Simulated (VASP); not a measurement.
Crystal: Pd.

```
Pd
1.0
     0.00000    1.94650    1.94650
     1.94650    0.00000    1.94650
     1.94650    1.94650    0.00000
Pd
1
Cartesian
  0.0000 0.0000 0.0000
```

```yaml
Program: VASP 6.6.1
Task: relaxation of cell and atoms
Functional: PBE
Potentials_or_basis: VASP PAW PBE potentials, release 64 (Pd)
Cutoff: 600 eV
k_mesh: 12 × 12 × 12
Occupations: fermi-dirac, width 0.05 eV
Spin: no spin polarisation
```

At the start: pressure 6.6 GPa; volume 14.75 Å³/atom.

Q: How do energy, volume and symmetry change on relaxing?

A: Over 3 steps the energy falls by 10.4 meV/atom and the volume is 15.29 Å³/atom (+3.6 %); space group Fm-3m (No. 225, to 0.05 Å).

The path:
```tsv
step	energy change (eV)	largest force (eV/Å)	pressure (GPa)	volume (Å³)
1	0.0000	0.0000	6.57	14.75
2	0.0093	0.0000	-7.49	16.08
3	-0.0104	0.0000	-0.05	15.29
```

Final structure:
```yaml
crystal:
  lattice:
    - [0.00000, 1.96981, 1.96981]
    - [1.96981, 0.00000, 1.96981]
    - [1.96981, 1.96981, 0.00000]
  atoms:
    - { symbol: Pd, position: [0.00000, 0.00000, 0.00000] }
```
